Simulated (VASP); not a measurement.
A run of VASP 6.6.1 is set up as follows.

File run.py:

```python
from ase.calculators.vasp import Vasp
from ase.dft.bandgap import bandgap
from ase.spacegroup import crystal

atoms = crystal(
    ['Zr', 'N'],
    basis=[[0.5, 0.0, 0.0], [0.0, 0.0, 0.0]],
    spacegroup=225,
    setting=1,
    cellpar=[4.6, 4.6, 4.6, 90.0, 90.0, 90.0],
    primitive_cell=True,
)
calc = Vasp(
    directory='calc',
    xc='rpbe',
    pp='PBE',
    setups='recommended',
    prec='Accurate',
    encut=520,
    ediff=1e-07,
    ismear=0,
    sigma=0.05,
    lreal=False,
    lasph=True,
    nelm=60,
    algo='Normal',
    isif=2,
    lwave=False,
    lcharg=False,
    kpts=[10, 10, 10],
    gamma=True,
)
atoms.calc = calc

print('energy (eV):', atoms.get_potential_energy())
print('free energy (eV):', atoms.get_potential_energy(force_consistent=True))
print('forces (eV/A):')
print(atoms.get_forces())
print('stress (eV/A^3, Voigt):', atoms.get_stress())
print('Fermi level (eV):', calc.get_fermi_level())
gap, top, bottom = bandgap(calc)
print('band gap (eV):', gap, 'from (spin, k, band)', top, 'to', bottom)
```

Potentials or basis: VASP PAW PBE potentials, release 64 (Zr_sv, N).

The run is started by

```bash
$ python run.py
```

Question: Estimate the band gap on the k mesh.

Answer: None (metal or under the smearing width).

Question: Estimate the pressure.

Answer: 3.1 GPa.

Caveat: the PAW data sets were made with another functional, which shifts forces and pressure a little.
